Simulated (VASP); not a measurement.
Crystal: CoSi.

```
CELL_PARAMETERS angstrom
4.43800 0.00000 0.00000
0.00000 4.43800 0.00000
0.00000 0.00000 4.43800
ATOMIC_POSITIONS crystal
Co 0.86000 0.64000 0.36000
Co 0.64000 0.36000 0.86000
Co 0.36000 0.86000 0.64000
Co 0.14000 0.14000 0.14000
Si 0.15700 0.34300 0.65700
Si 0.34300 0.65700 0.15700
Si 0.65700 0.15700 0.34300
Si 0.84300 0.84300 0.84300
```

Base run:

- Program: VASP 6.6.1
- Functional: r2SCAN
- Potentials or basis: VASP PAW PBE potentials, release 64 (Co, Si)
- Cutoff: 520 eV
- k mesh: 5 × 5 × 5
- Occupations: fermi-dirac, width 0.05 eV
- Spin: collinear spin, ferromagnetic start
- Starting moments: [2.0, 2.0, 2.0, 2.0, 0.0, 0.0, 0.0, 0.0] μB
- Hubbard terms: Co d U = 3 eV

Its results: band gap on the k mesh none (metal or under the smearing width); pressure -0.6 GPa; net moment 4.00 μB per cell; site moments Co +1.15; Si -0.03 μB; largest force 0.123 eV/Å.

Problem. The run is repeated on the same cell with these changes: hubbard terms from Co d U = 3 eV to Co d U = 5 eV. What comes out?

Solution. Band gap on the k mesh none (metal or under the smearing width); pressure 1.7 GPa; net moment 4.00 μB per cell; site moments Co +1.25; Si -0.07 μB; largest force 0.228 eV/Å.

Caveats: the PAW data sets were made with another functional, which shifts forces and pressure a little; the U is typed as a test and isn't derived for this compound.
